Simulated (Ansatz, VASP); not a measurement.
**Two plane-wave programs on Pt3S**

The input INCAR:

```
  PREC = Accurate
  ENCUT = 600
  EDIFF = 1E-7
  ISMEAR = 0
  SIGMA = 0.1
  LREAL = False
  LASPH = True
  NELM = 80
  ALGO = Normal
  ISIF = 3
  LWAVE = False
  LCHARG = False
  GGA = PE
  IBRION = 2
  NSW = 90
  EDIFFG = -0.04
```

Contents of KPOINTS:

```
regular mesh
0
Gamma
  4 4 4
```

File POSCAR:

```
Pt3S
1.0
    4.0240645893      0.0000000000      0.0000000000
    0.0000000000      4.0240645893      0.0000000000
    0.0000000000      0.0000000000      4.0240645893
Pt S
3 1
Direct
    0.0000000000      0.5000000000      0.5000000000
    0.5000000000      0.0000000000      0.5000000000
    0.5000000000      0.5000000000      0.0000000000
    0.0000000000      0.0000000000      0.0000000000
```

Input for Ansatz:

```yaml
crystal:
  lattice:
    - [4.0240645893, 0.0, 0.0]
    - [0.0, 4.0240645893, 0.0]
    - [0.0, 0.0, 4.0240645893]
  atoms:
    - { symbol: Pt, position: [0.0, 0.5, 0.5] }
    - { symbol: Pt, position: [0.5, 0.0, 0.5] }
    - { symbol: Pt, position: [0.5, 0.5, 0.0] }
    - { symbol: S, position: [0.0, 0.0, 0.0] }
basis:
  ecutwfc: 420
kpoints:
  mp_grid: { grid: [4, 4, 4] }
hamiltonian:
  xc: pbe
scf:
  occupations: { method: gaussian, width: 0.1 }
  lower_state_search: "off"
output:
  forces: true
  stress: true
  eigenvalues: true
relax:
  adjacent_minimum: "off"
  f_tol: 0.04
  max_steps: 70
  cell: { stress_tol: 0.4 }
```

Alike in both runs: task relaxation of cell and atoms; functional PBE; k mesh 4 × 4 × 4; occupations gaussian, width 0.1 eV; no spin polarisation.

```csv
,VASP,Ansatz
version,VASP 6.6.1,Ansatz 0.2.0
potentials or method,"VASP PAW PBE potentials, release 64 (Pt, S)","scalar-relativistic, plane waves, PAW"
plane-wave cutoff (eV),600,420
valence electrons in the cell,36,60
```

Ansatz gave:

| Item | Value |
| --- | --- |
| gap on the k mesh at the Fermi level, each at its own relaxed structure (eV) | none |
| relaxed volume (Å³/atom) | 15.68 |
| relaxed cell length with the largest relative difference (Å) | 3.973 |
| energy change over the relaxation (meV/atom) | -13 |

What did VASP give for the same quantities?

gap on the k mesh at the Fermi level, each at its own relaxed structure (eV): none; relaxed volume (Å³/atom): 15.68; relaxed cell length with the largest relative difference (Å): 3.973; energy change over the relaxation (meV/atom): -14.

A gap of «none» marks a metal or a gap that the smearing closes. The two sets of potentials don't hold the same shells in valence.

Caveats: the k mesh is coarse (spacing up to 0.39 Å⁻¹), so the values aren't converged. Spin-orbit coupling is left out, which matters for the levels of Pt.
